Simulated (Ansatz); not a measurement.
Si: equation of state with r2SCAN

Crystal: Si.

```
CELL_PARAMETERS angstrom
2.62054 0.00000 0.00000
-1.31027 2.26946 0.00000
0.00000 0.00000 2.46635
ATOMIC_POSITIONS crystal
Si 0.00000 0.00000 0.00000
```

This isn't the form of Si at room conditions, which is diamond.

```
Program             : Ansatz 0.2.0
Task                : equation of state
Functional          : r2SCAN
Potentials or basis : Ansatz PAW
Cutoff              : 500 eV
Density cutoff      : 2000 eV
k mesh              : 12 × 12 × 11
Occupations         : fermi-dirac, width 0.05 eV
Spin                : no spin polarisation
```

The equilibrium volume is 14.91 Å³/atom, the bulk modulus at fixed shape and positions is 114 GPa and the pressure derivative of the bulk modulus is 4.5.

Energy against volume, from the lowest point:
```
volume (Å³/atom)  energy (meV/atom)
          13.788              34.61
          14.081              18.15
          14.375               7.27
          14.668               1.39
          14.961               0.00
          15.255               2.64
          15.548               8.89
```

All runs of the series together: 42 s on 2 threads of Intel(R) Xeon(R) Processor @ 2.50GHz (Skylake/Cascade Lake), with other jobs on the host.

Caveat: the cell was scaled at fixed shape and fractional positions, which overstates the stiffness of a crystal with free parameters, most of all of layers and chains; the PAW data sets were made with another functional, which shifts forces and pressure a little.
